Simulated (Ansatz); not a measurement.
CoO:

```
Co O
1.0
     0.00000    2.13150    2.13150
     2.13150    0.00000    2.13150
     2.13150    2.13150    0.00000
Co O
1 1
Direct
  0.00000 0.00000 0.00000
  0.50000 0.50000 0.50000
```

- Program: Ansatz 0.2.0
- Task: relaxation of cell and atoms
- Functional: RPBE
- Potentials or basis: Ansatz PAW
- Cutoff: 420 eV (not typed: the program's choice for these potentials)
- k mesh: 11 × 11 × 11
- Occupations: fermi-dirac, width 0.05 eV
- Spin: collinear spin, ferromagnetic start
- Starting moments: [2.0, 0.0] μB

At the start: volume 9.68 Å³/atom.

Problem. Where does the relaxation end?

Solution. It ends after 6 steps and the volume is 9.93 Å³/atom (+2.5 %); space group Fm-3m (No. 225, to 0.05 Å); moment 2.98 μB per cell.

The path:
```
step  energy change (eV)  largest force (eV/Å)  volume (Å³)
   1              0.0000                0.0000        19.37
   2             -0.0037                0.0000        19.61
   3             -0.0042                0.0000        19.83
   4             -0.0062                0.0000        19.83
   5             -0.0062                0.0000        19.85
   6             -0.0062                0.0000        19.85
```

Final structure:
```
Co O
1.0
     0.00000    2.14921    2.14921
     2.14921    0.00000    2.14921
     2.14921    2.14921    0.00000
Co O
1 1
Cartesian
  0.0000 0.0000 0.0000
  2.1492 2.1492 2.1492
```

Caveat: the plane-wave basis is chosen anew once the cell has moved, so the energies of steps on either side of that aren't comparable; the pressure holds a Pulay correction of +0.7 GPa for the finite cutoff; a cell with one magnetic atom can't hold antiferromagnetic order, which such compounds often take; the PAW data sets come from PBE, with cores solved anew for the run's functional, which leaves a small shift of forces and pressure.
